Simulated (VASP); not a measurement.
Write the native input for VASP 6.6.1 that does the following.

- Task: relaxation of cell and atoms
- Functional: PBEsol
- Potentials or basis: VASP PAW PBE potentials, release 64 (Au)
- Cutoff: 580 eV
- k mesh: 18 × 18 × 18
- Occupations: gaussian, width 0.1 eV
- Spin: no spin polarisation
- Further INCAR settings: ALGO = Normal; EDIFF = 1e-07; IBRION = 2; EDIFFG = -0.005; NSW = 90; ISIF = 3

The structure of Au lies in POSCAR:

```
Au
1.0
   -1.6198059000      1.6198059000      1.6198059000
    1.6198059000     -1.6198059000      1.6198059000
    1.6198059000      1.6198059000     -1.6198059000
Au
1
Direct
    0.0000000000      0.0000000000      0.0000000000
```

This isn't the form of Au at room conditions, which is fcc.

These files were run (other wordings do the same):

INCAR

```
PREC     = Accurate       # precision mode
ENCUT    = 580            # plane-wave cutoff, eV
EDIFF    = 1E-7           # SCF threshold, eV
ISMEAR   = 0              # smearing method
SIGMA    = 0.1            # smearing width, eV
LREAL    = False          # projectors in reciprocal space
LASPH    = True           # aspherical terms in the spheres
NELM     = 60             # most SCF steps
ALGO     = Normal         # electronic algorithm
ISIF     = 3              # what is computed and relaxed
LWAVE    = False          # write WAVECAR
LCHARG   = False          # write CHGCAR
GGA      = PS             # functional
IBRION   = 2              # ionic algorithm
NSW      = 90             # ionic steps
EDIFFG   = -0.005         # ionic threshold
```

KPOINTS

```
Automatic mesh
0
Gamma
  18 18 18
```

Potentials or basis: VASP PAW PBE potentials, release 64 (Au).

Run with:

```sh
$ cat potpaw_PBE.64/Au/POTCAR > POTCAR
$ mpirun -np 1 vasp_std > vasp.out
```

Results of the run:

```yaml
Relaxed_volume: 17.02 Å³/atom
Relaxed_cell: a = 2.806 Å, b = 2.806 Å, c = 2.806 Å, α = 109.47°, β = 109.47°, γ = 109.47°
Space_group_after_relaxing_to_0.05_Å: Im-3m (No. 229)
Energy_gained_by_relaxing: 0.0 meV/atom
Ionic_steps: 3
Pressure_after_relaxing: 0.0 GPa
Band_gap_on_the_k_mesh: none (metal or under the smearing width)
```

Caveat: the PAW data sets were made with another functional, which shifts forces and pressure a little.

Wall time 19 s on 1 thread of Intel(R) Xeon(R) 6975P-C (Granite Rapids) (shared host), peak memory 0.17 GiB.
